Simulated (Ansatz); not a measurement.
# TiB: how the settings move a single-point run

How sensitive is a single-point run of TiB to its settings? A reference run comes first, then one run with altered input.

Method: reference: DFT, r2SCAN, PAW with Ansatz's default frozen-core files, scalar-relativistic, in Ansatz 0.2.0.

## Step 1: The structure to begin with

The structure is cubic, space group F-43m (No. 216). The conventional cell has a = 3.220 Å, b = 3.220 Å, c = 3.220 Å, α = 90.00°, β = 90.00°, γ = 90.00°. Around Ti (site symmetry -43m) lie 4 B at 1.39 Å. B (site symmetry -43m) has 4 Ti at 1.39 Å as nearest neighbours.

Coordinates:

```xyz
2
Lattice="0.0000 1.6100 1.6100 1.6100 0.0000 1.6100 1.6100 1.6100 0.0000" Properties=species:S:1:pos:R:3 pbc="T T T"
Ti    0.8050    0.8050    0.8050
B     0.0000    0.0000    0.0000
```

## Step 2: Reference

Contents of input.yaml:

```yaml
crystal:
  lattice:
    - [0.0, 1.6100161175, 1.6100161175]
    - [1.6100161175, 0.0, 1.6100161175]
    - [1.6100161175, 1.6100161175, 0.0]
  atoms:
    - { symbol: Ti, position: [0.25, 0.25, 0.25] }
    - { symbol: B, position: [0.0, 0.0, 0.0] }
kpoints:
  mp_grid: { grid: [15, 15, 15] }
  band_path:
    path:
      - [0.0, 0.0, 0.0]
      - [-0.5, -0.5, 0.0]
      - [-0.375, -0.375, 0.25]
      - [-0.375, 0.0, 0.375]
      - [0.0, 0.0, 0.0]
      - [0.0, 0.0, 0.5]
      - [-0.5, -0.25, 0.25]
      - [-0.5, -0.5, 0.0]
    npoints: 6
scf:
  occupations: { method: fermi_dirac, width: 0.05 }
hamiltonian:
  xc: r2scan
  pseudopotentials: { kind: paw }
output:
  forces: true
  stress: true
  eigenvalues: true
  efg: { contact_densities: true }
  populations: true
```

Started as:

```sh
$ ansatz run input.yaml --threads 1 --pin off --max-ram 2048MiB --backend cpu --events-out ev --progress --plain --runs-dir out
```

From the output:

```text
[...]
Basis set: ecut = 500 eV, 181 PW (Γ), exchange–correlation on 72×72×72 points (64 copies of the dense FFT grid, shifted against one another)
[...]
k-points: 120 of 3375 (time reversal used)
[...]
SCF iter   1: F=—  HF=-2629.860672 eV  |F-HF|=—  |Δ(HF+E_count)|=         —  Δρ=1.34e-1  dr2=5.76e-1  dr2_τ=1.94e0  ethr=1.77e-3  ⟨swp⟩=6.2  Hψ=8637  notcnv=0
preconditioner: auto → none  [metal: Δε(μ)=0.025 eV  Ē_g=29.078 eV  σ=0.050 eV  W_gap=0.12  n_scr=0 (ndim 8)  ℏωp=46.3 eV  f_vac=0.000  D(μ)=0.49/eV (n_scr^D=0)]
SCF iter   2: F=—  HF=-2630.386723 eV  |F-HF|=—  |Δ(HF+E_count)|=   5.26e-1  Δρ=5.68e-2  dr2=7.10e-2  dr2_τ=1.53e-2  ethr=1.77e-3  ⟨swp⟩=3.2  Hψ=3757  notcnv=0  defer=25
[...]
SCF iter   6: F=—  HF=-2630.550616 eV  |F-HF|=—  |Δ(HF+E_count)|=   1.63e-7  Δρ=5.75e-5  dr2=8.70e-8  dr2_τ=2.14e-8  ethr=6.67e-10  ⟨swp⟩=7.2  Hψ=9064  notcnv=0
SCF iter   7: F=-2630.550616 eV  HF=-2630.550616 eV  |F-HF|=9.14e-11  |Δ(HF+E_count)|=   9.72e-8  Δρ=3.21e-6  dr2=3.20e-10  dr2_τ=3.48e-10  ethr=5.80e-10  ⟨swp⟩=3.2  Hψ=5391  notcnv=0
[...]
SCF converged after 7 iterations
Free energy (F): -2630.550616 eV
[...]
E sigma→0 (E₀):  -2630.548961 eV
[...]
Fermi energy:    36.339840 eV
[...]
  P = ⅓ Tr σ = 1042.5330 GPa (10425.330 kbar)
[...]
```

Wall time 7.4 s (1 thread of Arm Neoverse V1, shared host); peak memory 0.38 GiB.

## Step 3: Changed: starting moments, spin_polarized true

input.yaml: that of step 2 with these lines changed.

```diff
@@ -6,4 +6,4 @@
   atoms:
-    - { symbol: Ti, position: [0.25, 0.25, 0.25] }
-    - { symbol: B, position: [0.0, 0.0, 0.0] }
+    - { symbol: Ti, position: [0.25, 0.25, 0.25], spin: 0.2 }
+    - { symbol: B, position: [0.0, 0.0, 0.0], spin: 0.2 }
 kpoints:
@@ -32 +32,3 @@
   populations: true
+magnetization:
+  spin_polarized: true
```

Started as:

```sh
$ ansatz run input.yaml --threads 1 --pin off --max-ram 2048MiB --backend cpu --events-out ev --progress --plain --runs-dir out
```

What it wrote:

```text
Engine: ansatz 0.2.0
Pseudopotentials: kind: paw
Pseudopotential: Ti, paw, valence charge 12, recommended cutoff 500 eV (meta_gga)
Pseudopotential: B, paw, valence charge 3, recommended cutoff 500 eV (meta_gga)
Functional definition: r2SCAN
  parameter k0 = 0.174
  parameter k1 = 0.065
  parameter a1 = 4.9479
  exchange = r2scan_x(k0 = k0, k1 = k1, a1 = a1)
  correlation = r2scan_c
Crystal: 2 atoms, lattice volume = 8.347 Å³
Basis set: ecut = 500 eV, 181 PW (Γ), exchange–correlation on 72×72×72 points (64 copies of the dense FFT grid, shifted against one another)
Bands: 12, of which v1, the nominal top of the filled ones, is band 8 counted from 1 (7 counted from 0)
Symmetry: 24 space group operations
Space group: F-43m (ITA 216), of the structure as read, at distance tolerance 2.0e-5 Å
Magnetic group: BNS 216.74 (UNI 1576), of the structure as read, at distance tolerance 2.0e-5 Å
k-points: 120 of 3375 (time reversal used)
Non-local potential: Ti, projectors of the file, l = 0: 3, l = 1: 2, l = 2: 3, l = 3: 1
Non-local potential: B, projectors of the file, l = 0: 2, l = 1: 2, l = 2: 1
PAW form: soft (Blöchl's): semilocal exchange-correlation on the pseudo side does not see the compensation charge
PAW frozen core: Ti, regenerated for the run's functional (the file was generated under x = pbe(κ = 0.804, μ = 0.2195149727645171), c = pbe(β = 0.06672455060314922))
PAW frozen core: B, regenerated for the run's functional (the file was generated under x = pbe(κ = 0.804, μ = 0.2195149727645171), c = pbe(β = 0.06672455060314922))
PAW one-centre angular grid: Ti, 590 points (default); XC on 160 Gauss nodes
PAW one-centre angular grid: B, 302 points (default); XC on 160 Gauss nodes
Initial density: superposition of atomic densities (chi_scale 0.1, normalization cell)
Starting moments: Σ|m| = 0.4 μB on 2 of 2 sites
Initial wavefunctions: pseudopotential atomic-orbital guess
Functional: x = r2scan, c = r2scan; τ floored in thin density (d = 2e-4 eV/Å³)
SCF iter   1: F=—  HF=-2567.824593 eV  |F-HF|=—  |Δ(HF+E_count)|=         —  Δρ=7.62e-2 (↑7.57e-2 ↓7.62e-2)  dr2=8.35e-1  dr2_τ=4.46e-1  dr2_m=1.66e-2  M=0.186 μB ∫|m|=0.186 μB  β_m=0.56  ethr=3.10e-3  ⟨swp⟩=5.8  Hψ=16893  notcnv=0
Mixer restart at iter 1: flushing history
preconditioner: auto → none  [metal: Δε(μ)=0.016 eV  Ē_g=12.932 eV  σ=0.050 eV  W_gap=0.08  n_scr=0 (ndim 8)  ℏωp=34.0 eV  f_vac=0.000  D(μ)=0.91/eV (n_scr^D=14)]
SCF iter   2: F=—  HF=-2592.972487 eV  |F-HF|=—  |Δ(HF+E_count)|=    2.51e1  Δρ=5.52e-2 (↑5.14e-2 ↓5.52e-2)  dr2=4.37e-1  dr2_τ=5.89e-3  dr2_m=7.92e-3  M=0.124 μB ∫|m|=0.125 μB  β_m=0.50  ethr=3.10e-3  ⟨swp⟩=2.7  Hψ=6893  notcnv=0  defer=34  κ⁻¹=1.0e0(r=1)
SCF iter   3: F=—  HF=-2619.942629 eV  |F-HF|=—  |Δ(HF+E_count)|=    2.70e1  Δρ=3.27e-2 (↑3.13e-2 ↓3.27e-2)  dr2=1.67e-1  dr2_τ=2.49e-3  dr2_m=1.57e-3  M=0.055 μB ∫|m|=0.057 μB  β_m=0.30  ethr=2.91e-3  ⟨swp⟩=3.2  Hψ=5430  notcnv=0  defer=34  κ⁻¹=1.8e-1(r=2)
SCF iter   4: F=—  HF=-2630.010148 eV  |F-HF|=—  |Δ(HF+E_count)|=         —  Δρ=2.24e-2 (↑2.23e-2 ↓2.24e-2)  dr2=6.88e-2  dr2_τ=1.20e-3  dr2_m=3.02e-4  M=-0.002 μB ∫|m|=0.010 μB  β_m=0.30  ethr=1.12e-3  ⟨swp⟩=4.3  Hψ=7090  notcnv=0  defer=34
Mixer restart at iter 4: flushing history
SCF iter   5: F=—  HF=-2630.248829 eV  |F-HF|=—  |Δ(HF+E_count)|=   2.39e-1  Δρ=1.62e-2 (↑1.60e-2 ↓1.62e-2)  dr2=3.47e-2  dr2_τ=6.43e-4  dr2_m=1.75e-4  M=-0.001 μB ∫|m|=0.008 μB  β_m=0.30  ethr=4.59e-4  ⟨swp⟩=2.0  Hψ=4098  notcnv=0  defer=34  κ⁻¹=1.0e0(r=1)
SCF iter   6: F=—  HF=-2630.541560 eV  |F-HF|=—  |Δ(HF+E_count)|=   2.93e-1  Δρ=2.52e-3 (↑2.07e-3 ↓2.52e-3)  dr2=8.22e-4  dr2_τ=1.85e-5  dr2_m=1.27e-5  M=0.000 μB ∫|m|=0.003 μB  β_m=0.30  ethr=2.32e-4  ⟨swp⟩=3.0  Hψ=6299  notcnv=0  defer=34  κ⁻¹=6.0e-3(r=2)
SCF iter   7: F=—  HF=-2630.549526 eV  |F-HF|=—  |Δ(HF+E_count)|=   7.97e-3  Δρ=1.34e-3 (↑1.05e-3 ↓1.34e-3)  dr2=2.29e-4  dr2_τ=4.18e-6  dr2_m=4.02e-6  M=0.000 μB ∫|m|=0.002 μB  β_m=0.30  ethr=5.48e-6  ⟨swp⟩=2.7  Hψ=4813  notcnv=0  defer=34  κ⁻¹=2.1e-3(r=3)
SCF iter   8: F=—  HF=-2630.550587 eV  |F-HF|=—  |Δ(HF+E_count)|=   1.06e-3  Δρ=3.02e-4 (↑2.34e-4 ↓3.02e-4)  dr2=6.60e-6  dr2_τ=1.83e-7  dr2_m=6.70e-7  M=0.000 μB ∫|m|=0.001 μB  β_m=0.40  ethr=1.52e-6  ⟨swp⟩=2.7  Hψ=4810  notcnv=0  defer=34  κ⁻¹=2.7e-4(r=4)
SCF iter   9: F=—  HF=-2630.550609 eV  |F-HF|=—  |Δ(HF+E_count)|=   2.26e-5  Δρ=1.20e-4 (↑1.00e-4 ↓1.20e-4)  dr2=6.96e-7  dr2_τ=2.09e-8  dr2_m=2.77e-7  M=0.000 μB ∫|m|=0.000 μB  β_m=0.30  ethr=4.40e-8  ⟨swp⟩=2.5  Hψ=4728  notcnv=0  defer=34  κ⁻¹=1.2e-5(r=5)
SCF iter  10: F=—  HF=-2630.550615 eV  |F-HF|=—  |Δ(HF+E_count)|=   5.61e-6  Δρ=3.95e-5 (↑3.82e-5 ↓3.95e-5)  dr2=7.77e-8  dr2_τ=2.46e-9  dr2_m=5.12e-8  M=-0.000 μB ∫|m|=0.000 μB  β_m=0.30  ethr=4.64e-9  ⟨swp⟩=2.2  Hψ=4851  notcnv=0  defer=34  κ⁻¹=1.0e-6(r=6)
SCF iter  11: F=—  HF=-2630.550616 eV  |F-HF|=—  |Δ(HF+E_count)|=   9.23e-7  Δρ=1.36e-5 (↑1.20e-5 ↓1.36e-5)  dr2=3.26e-9  dr2_τ=4.60e-10  dr2_m=8.24e-9  M=-0.000 μB ∫|m|=0.000 μB  β_m=0.30  ethr=5.18e-10  ⟨swp⟩=2.5  Hψ=4917  notcnv=0  defer=34  κ⁻¹=2.6e-7(r=7)
SCF iter  12: F=—  HF=-2630.550616 eV  |F-HF|=—  |Δ(HF+E_count)|=   7.96e-8  Δρ=9.08e-6 (↑9.08e-6 ↓7.86e-6)  dr2=1.84e-9  dr2_τ=1.93e-10  dr2_m=3.15e-9  M=-0.000 μB ∫|m|=0.000 μB  β_m=0.36  ethr=2.17e-11  ⟨swp⟩=2.6  Hψ=5045  notcnv=0  defer=34  κ⁻¹=2.1e-8(r=8)
SCF iter  13: F=—  HF=-2630.550616 eV  |F-HF|=—  |Δ(HF+E_count)|=   5.35e-8  Δρ=2.12e-6 (↑2.12e-6 ↓1.59e-6)  dr2=8.68e-11  dr2_τ=6.07e-12  dr2_m=1.59e-10  M=-0.000 μB ∫|m|=0.000 μB  β_m=0.33  ethr=1.23e-11  ⟨swp⟩=3.1  Hψ=5392  notcnv=0  defer=34  κ⁻¹=1.8e-9(r=8)
SCF iter  14: F=—  HF=-2630.550616 eV  |F-HF|=—  |Δ(HF+E_count)|=   2.39e-9  Δρ=1.35e-6 (↑1.35e-6 ↓1.10e-6)  dr2=4.94e-11  dr2_τ=4.61e-12  dr2_m=4.27e-11  M=-0.000 μB ∫|m|=0.000 μB  β_m=0.30  ethr=1.00e-12  ⟨swp⟩=2.2  Hψ=4825  notcnv=0  defer=34  κ⁻¹=4.5e-8(r=8)
SCF iter  15: F=-2630.550616 eV  HF=-2630.550616 eV  |F-HF|=5.91e-12  |Δ(HF+E_count)|=   3.44e-9  Δρ=1.64e-7 (↑1.45e-7 ↓1.64e-7)  dr2=1.12e-12  dr2_τ=9.55e-14  dr2_m=4.45e-13  M=-0.000 μB ∫|m|=0.000 μB  ethr=1.00e-12  ⟨swp⟩=3.4  Hψ=12821  notcnv=0
SCF 1 converged in 15 iterations: F = -2630.550616 eV  dr2 = 1.12e-12
the search or the solves at the SCF's close seem to have found levels that the self-consistency loop had missed (the run counts 2). By its estimate they hold under 1e-12 electrons; where the run keeps them, the occupations were computed again with them
WARN: the starting moments were not kept: the SCF closed with an absolute magnetisation of 6.4e-7 μB, where they sum to 0.4 μB in size (2 sites). That is at most 0.1 of that sum. Measured as dr2_m measures the in/out step, that magnetisation stands 1.7e-13 eV from none, at or under the dr2_threshold of 1.0e-7 eV: it is no larger than a step whose dr2_m would equal this threshold. The system may hold no moment; this SCF shows only that its start led to no more than that. To try another start: raise the starting moments (crystal.atoms[].spin, magnetization.per_species, magnetization.initial_magnetization, or on a non-collinear deck that types none of these the spinor_matrix: blocks that start its atoms; where the total moment is fixed, keep their sum and leave initial_magnetization as it is; typed ones take the place of any that the run laid by itself, positive ones on a crystal's lanthanoids without a Hubbard term where scf.initial_density.shell_occupations: [] is typed) or, if the notice of its spin-set hold's release reads "site moments contracting" or "site moments show no strong build", lengthen the hold (scf.mixing.spin_hold: { on: { confirm: 4 } }; for m-r²SCAN on two components see the key's manual first). Each may lead to a state that holds a moment. A second SCF, from the converged charge density, with the starting moments and any scf.initial_density.shell_occupations laid on it anew, would have followed, and was not run: the deck does not ask for one (magnetization.retry_lost_moments is false, the default). To let it run, set magnetization.retry_lost_moments: true and run the deck again, where that key's refused combinations let it; where memory then withholds it, that run's warning says so.
this state was not tested for a lower state beside it, because the mixer in use, unlike msr1, does not test its closes by its own steps (another_mixer; see scf.mixing.algorithm and scf.lower_state_search)
NSCF: frozen V_eff on 43 k-points
SCF converged after 15 iterations
Magnetization: -0.0000 μB (7.5000 up, 7.5000 down)
Absolute magnetization: 0.0000 μB (∫|ρ↑−ρ↓|, with the PAW one-centre terms)
Spin contamination: 0.0000 ħ² per cell (⟨S²⟩ above its minimum at these occupations)
Per-site moments (μB) at R_I (Å): [(-1.1524621730734161e-7, 0.5751548790311741), (1.382132085343546e-7, 0.5751548790311741)]
Free energy (F): -2630.550616 eV
Harris-Foulkes:  -2630.550616 eV  (|F-HF|=5.91e-12)
Internal energy: -2630.547307 eV  (E = F + TS)
E sigma→0 (E₀):  -2630.548961 eV
Entropy (-TS):   -0.003309 eV (-1.655 meV/atom)
Fermi energy:    36.339848 eV
--- Per-component energies (eV) ---
  E_band       = 182.134814
  E_kinetic    = 411.857388
  E_local      = -316.114188  (includes V_loc(G=0)·N_el)
  E_nonlocal   = 54.641382
  E_hartree    = 223.113363
  E_xc         = -141.143285
  E_vxc        = -200.781772  (∫ρ·V_xc dr)
  E_paw        = -1165.046825  (= ΣΔE_a)
  E_vpaw       = -227.344730  (= ΣTr[D̂ρ^β])
  E_aug_tail   = 0.000101  (compensation charges beyond the density's cutoff)
  E_vtau       = 13.649906  (kinetic-family band-sum trace: ∫τ·v_τ [+ j·A + Jᵃ·Aᵃ] dr)
  E_ewald      = -1697.583343
  E_core_change = -0.271899  (= ΣΔE_core)
  E_smearing   = -0.003309  (= −TS)
  E_closure    = -0.000000  (closes the sum)
  Σ components = -2630.550616   (vs F -2630.550616, Δ=0.00e0)
--- Forces (eV/Å), atoms counted from 1 ---
  atom   1  Ti    -0.00000000     0.00000000     0.00000000
  atom   2  B      0.00000000     0.00000000    -0.00000000
  max |Σ_I F_I| component: 4.07e-16 eV/Å
--- Stress (GPa, compression-positive) ---
     1042.533981      -0.000000      -0.000000
        0.000000    1042.533981       0.000000
       -0.000000       0.000000    1042.533981
  P = ⅓ Tr σ = 1042.5340 GPa (10425.340 kbar)
--- PAW observables at the nuclei: V_zz in 10²¹ V/m², potentials from the cell's mean, atoms counted from 1 ---
  atom   1  Ti V_zz =    +0.000000   η = 0.0000   by run symmetry: forbidden
            electrostatic potential = -2558.324742 V   contact ρ = 56728.601948 e/Å³   contact ρ_s (e/Å³): all electrons -0.000002, valence -0.000002
  atom   2  B  V_zz =    -0.000000   η = 0.0000   by run symmetry: forbidden
            electrostatic potential = -353.952102 V   contact ρ = 491.586904 e/Å³   contact ρ_s (e/Å³): all electrons +0.000004, valence +0.000003
--- Band table (eV; the first three rows and the last of 240) ---
  k-point 0 ↑: bands = ["-23.8142", "4.3488", "4.3488", "4.3488", "28.3518", "29.0444", "29.0444", "29.0444", "39.7513", "39.7513", "56.1017", "56.1017"]
  k-point 1 ↑: bands = ["-23.7463", "4.0106", "4.2975", "4.2975", "28.3495", "29.2105", "29.2105", "29.4854", "39.5588", "39.5588", "55.1710", "56.5835"]
  k-point 2 ↑: bands = ["-23.5500", "3.0937", "4.1554", "4.1554", "28.4228", "29.6470", "29.6470", "30.6170", "39.1530", "39.1530", "53.9446", "57.8043"]
  k-point 119 ↓: bands = ["-21.4022", "-0.2540", "0.1846", "1.1770", "27.8380", "32.6173", "34.3351", "35.7491", "41.7947", "45.6867", "49.7910", "54.3074"]
--- Löwdin populations: 2 sites ---
  site symbol       q [e]    m [muB]
     0     Ti     12.0524    -0.0000
     1      B      2.8772     0.0000
  spilling = 0.004687 (of n_electrons = 15.000000)
```

Wall time 18 s (1 thread of Arm Neoverse V1, shared host); peak memory 0.4 GiB.

With the changed spin polarisation the energy stays within 0.5 meV/atom: no moment survives, so both runs end on the same non-magnetic state.

## Step 4: All runs together

| run | ending | energy change | pressure (GPa) | gap (eV) | force (eV/Å) | cycles | time |
| --- | --- | --- | --- | --- | --- | --- | --- |
| reference | converged | 0 | 1042.5 | 0.00 | 0.00 | 7 | 7.4 s |
| 1: starting moments, spin_polarized true | converged | 0.0 meV/atom | 1042.5 | 0.00 | 0.00 | 15 | 18 s |

Residual by cycle in the longest SCF loop of each run; runs are numbered as in the table. The quantity is the density residual dr2, in eV.

| cycle | reference | run 1 |
| --- | --- | --- |
| 1 | 0.576 | 0.835 |
| 2 | 0.071 | 0.437 |
| 4 | 2.9e-4 | 0.0688 |
| 5 | 3.3e-6 | 0.0347 |
| 6 | 8.7e-8 | 8.2e-4 |
| 7 | 3.2e-10 | 2.3e-4 |
| 9 | - | 7.0e-7 |
| 10 | - | 7.8e-8 |
| 11 | - | 3.3e-9 |
| 12 | - | 1.8e-9 |
| 14 | - | 4.9e-11 |
| 15 | - | 1.1e-12 |

**Reading.** With the changed spin polarisation the energy stays within 0.5 meV/atom: no moment survives, so both runs end on the same non-magnetic state. The structure is not at rest: the sound run finds 1043 GPa, so these are no properties of the relaxed crystal. 
